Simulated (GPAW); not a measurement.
Write an ASE script for GPAW 26.7.0 that does the following.

```yaml
Task: single point
Functional: PBE
Potentials_or_basis: GPAW PAW data sets (gpaw-data 1.2.1)
Cutoff: 1200 eV
Basis: pw
k_mesh: 10 × 10 × 10
Occupations: fermi-dirac, width 0.05 eV
Spin: no spin polarisation
Maxiter: 50
```

Crystal: GaN.

```
CELL_PARAMETERS angstrom
0.00000 2.25350 2.25350
2.25350 0.00000 2.25350
2.25350 2.25350 0.00000
ATOMIC_POSITIONS crystal
Ga 0.00000 0.00000 0.00000
N 0.75000 0.75000 0.75000
```

The cell is a database's computed one.

The input as run:

run.py

```python
from ase.dft.bandgap import bandgap
from ase.io import write
from ase.spacegroup import crystal
from ase.units import GPa
from gpaw import GPAW, PW

# Ga 4a
# N 4d
atoms = crystal(['Ga', 'N'],
                basis=[[0.0, 0.0, 0.0],
                       [0.25, 0.25, 0.75]],
                spacegroup=216, setting=1,  # F-43m
                cellpar=[4.50700122, 4.50700122, 4.50700122, 90.0, 90.0, 90.0],
                primitive_cell=True)

calc = GPAW(mode=PW(1200),
            xc='PBE',
            kpts={'size': (10, 10, 10), 'gamma': True},
            occupations={'name': 'fermi-dirac', 'width': 0.05},
            nbands=11,
            convergence={'density': 1e-05, 'energy': 1e-05},
            maxiter=50,
            txt='gpaw.txt')
atoms.calc = calc
energy = atoms.get_potential_energy()
forces = atoms.get_forces()
stress = atoms.get_stress()
calc.write('gs.gpw')
write('result.traj', atoms)
print(f'Energy: {energy:.6f} eV')
print('Forces (eV/A):')
print(forces.round(4))
print('Stress (GPa):', (stress / GPa).round(3))
print('Fermi level:', round(calc.get_fermi_level(), 4), 'eV')
print(f'Gap: {bandgap(calc)[0]:.4f} eV, direct: {bandgap(calc, direct=True)[0]:.4f} eV')
```

Potentials or basis: GPAW PAW data sets (gpaw-data 1.2.1), pw.

Command:

```bash
$ OMP_NUM_THREADS=1 python run.py
```

Results of the run:

```
Pressure               : 13.1 GPa
Band gap on the k mesh : 1.84 eV, direct
```

Wall time 19 s on 1 thread of Arm Neoverse V2, on a shared host, peak memory 0.18 GiB.
